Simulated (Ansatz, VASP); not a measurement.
Given: the input of a run of Ansatz 0.2.0 on Si.

input.yaml

```yaml
crystal:
  lattice:
    - [0.0, 2.7752343705, 2.7752343705]
    - [2.7752343705, 0.0, 2.7752343705]
    - [2.7752343705, 2.7752343705, 0.0]
  atoms:
    - { symbol: Si, position: [0.5, 0.5, 0.5] }
    - { symbol: Si, position: [0.75, 0.75, 0.75] }
hamiltonian:
  xc: r2scan
  pseudopotentials: { kind: paw }
kpoints:
  mp_grid: { grid: [8, 8, 8] }
scf:
  occupations: { method: fermi_dirac, width: 0.05 }
output:
  forces: true
  stress: true
  eigenvalues: true
```

Potentials or basis: Ansatz PAW.

Command:

```bash
$ ansatz run input.yaml --threads 2 --pin off --max-ram 5632MiB --backend cpu --events-out ev --progress --plain --runs-dir out
```

Task: Translate it to VASP 6.6.1. Potentials there: VASP PAW PBE potentials, release 64 (Si).

Result: As run (the cutoff follows the program's own potentials):

Contents of INCAR:

```
PREC = Accurate
ENCUT = 520
EDIFF = 1E-6
ISMEAR = -1
SIGMA = 0.05
LREAL = F
LASPH = T
NELM = 100
ALGO = Normal
ISIF = 2
LWAVE = F
LCHARG = F
METAGGA = R2SCAN
LMIXTAU = T
```

Contents of KPOINTS:

```
Automatic mesh
0
Gamma
  8 8 8
```

Contents of POSCAR:

```
Si
1.0
    0.0000000000      2.7752343705      2.7752343705
    2.7752343705      0.0000000000      2.7752343705
    2.7752343705      2.7752343705      0.0000000000
Si
2
Direct
    0.5000000000      0.5000000000      0.5000000000
    0.7500000000      0.7500000000      0.7500000000
```

Potentials or basis: VASP PAW PBE potentials, release 64 (Si).

Command:

```bash
$ cat potpaw_PBE.64/Si/POTCAR > POTCAR
$ mpirun -np 1 vasp_std > vasp.out
```

Both were run:

|  | VASP | Ansatz | Ansatz less VASP |
| --- | --- | --- | --- |
| gap on the k mesh at the Fermi level (eV) | 0.91 | 0.90 | -0.013 |
| least direct gap on the mesh (eV) | 2.73 | 2.71 | -0.013 |
| pressure (GPa) | -5.2 | -5.0 | +0.21 |

Caveats: the PAW data sets were made with another functional, which shifts forces and pressure a little (VASP); the PAW data sets come from PBE, with cores solved anew for the run's functional, which leaves a small shift of forces and pressure (Ansatz). A k mesh can miss the band edges.
